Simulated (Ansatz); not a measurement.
The system is GaN.

```xyz
2
Lattice="0.0000 2.2535 2.2535 2.2535 0.0000 2.2535 2.2535 2.2535 0.0000" Properties=species:S:1:pos:R:3 pbc="T T T"
Ga    0.0000    0.0000    0.0000
N     1.1268    1.1268    1.1268
```

The cell is a database's computed one.

- Program: Ansatz 0.2.0
- Task: relaxation of cell and atoms
- Functional: RPBE
- Potentials or basis: all-electron LAPW, scalar-relativistic
- Basis error allowed: 0.001 eV/atom
- k mesh: 10 × 10 × 10
- Occupations: fermi-dirac, width 0.05 eV
- Spin: no spin polarisation

At the start: volume 11.44 Å³/atom.

How do energy, volume and symmetry change on relaxing?

Over 5 steps the energy falls by 15.7 meV/atom and the volume is 12.03 Å³/atom (+5.1 %); space group F-43m (No. 216, to 0.05 Å).

The path:
| step | energy change (eV) | largest force (eV/Å) | volume (Å³) |
| --- | --- | --- | --- |
| 1 | 0.0000 | 0.0000 | 22.89 |
| 2 | -0.0256 | 0.0000 | 23.54 |
| 3 | -0.0313 | 0.0000 | 24.02 |
| 4 | -0.0314 | 0.0000 | 24.06 |
| 5 | -0.0314 | 0.0000 | 24.06 |

Final structure:
```
CELL_PARAMETERS angstrom
0.00000 2.29131 2.29131
2.29131 0.00000 2.29131
2.29131 2.29131 0.00000
ATOMIC_POSITIONS crystal
Ga 0.00000 0.00000 0.00000
N 0.25000 0.25000 0.25000
```
